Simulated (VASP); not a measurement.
Write the native input for VASP 6.6.1 that does the following.

```yaml
Task: single point
Functional: r2SCANh
Dispersion: rVV10
Potentials_or_basis: VASP PAW PBE potentials, release 64 (Br, K_sv)
Cutoff: 520 eV
k_mesh: 4 × 4 × 4
Occupations: gaussian, width 0.01 eV
Spin: no spin polarisation
Grid_for_exact_exchange_PRECFOCK: Fast
Exchange_at_q_=_0: default
Further_INCAR_settings: ALGO = Normal; EDIFF = 1e-07
```

The system is KBr.

```
CELL_PARAMETERS angstrom
4.04350 0.00000 0.00000
0.00000 4.04350 0.00000
0.00000 0.00000 4.04350
ATOMIC_POSITIONS crystal
Br 0.52355 0.50240 0.49428
K 0.98030 0.99737 0.00452
```

The cell comes from a database or a generator and needn't be the stable form of this composition.

The cell isn't the ideal one: atoms moved at random, drawn with an rms of 0.1 Å.

One way to write it, as run:

POSCAR

```
KBr
1.0
    4.0434990000      0.0000000000      0.0000000000
    0.0000000000      4.0434990000      0.0000000000
    0.0000000000      0.0000000000      4.0434990000
Br K
1 1
Direct
    0.5235530000      0.5024030000      0.4942830000
   -0.0196970000     -0.0026310000      0.0045180000
```

INCAR.step1

```
SYSTEM = KBr
  PREC = Accurate
  ENCUT = 520
  EDIFF = 1E-5
  ISMEAR = 0
  SIGMA = 0.01
  LREAL = .FALSE.
  LASPH = .TRUE.
  NELM = 60
  ALGO = Normal
  ISIF = 2
  LWAVE = .TRUE.
  LCHARG = .FALSE.
  GGA = PE
```

INCAR.step2

```
SYSTEM = KBr
  PREC = Accurate
  ENCUT = 520
  EDIFF = 1E-7
  ISMEAR = 0
  SIGMA = 0.01
  LREAL = .FALSE.
  LASPH = .TRUE.
  NELM = 60
  ALGO = Normal
  ISIF = 2
  LWAVE = .FALSE.
  LCHARG = .FALSE.
  METAGGA = R2SCAN
  LHFCALC = .TRUE.
  AEXX = 0.1
  LMIXTAU = .TRUE.
  PRECFOCK = Fast
  LUSE_VDW = .TRUE.
  IVDW_NL = 2
  BPARAM = 11.95
  CPARAM = 0.0093
  ISTART = 1
```

KPOINTS

```
regular mesh
0
G
  4 4 4
  0 0 0
```

Potentials or basis: VASP PAW PBE potentials, release 64 (Br, K_sv).

Launch:

```sh
$ cat potpaw_PBE.64/Br/POTCAR potpaw_PBE.64/K_sv/POTCAR > POTCAR
$ cp INCAR.step1 INCAR
$ mpirun -np 1 vasp_std > vasp.out
$ cp INCAR.step2 INCAR
$ mpirun -np 1 vasp_std > vasp.out
```

It gave:

```json
{"Pressure": "-1.3 GPa", "Largest force": "0.111 eV/Å", "Band gap on the k mesh": "5.13 eV, indirect (least direct gap 5.40 eV)"}
```

Caveat: the PAW data sets were made with another functional, which shifts forces and pressure a little.

It took 8.7 min on 1 thread of Intel(R) Xeon(R) Platinum 8559C (Emerald Rapids), on a shared host, peak memory 0.31 GiB.
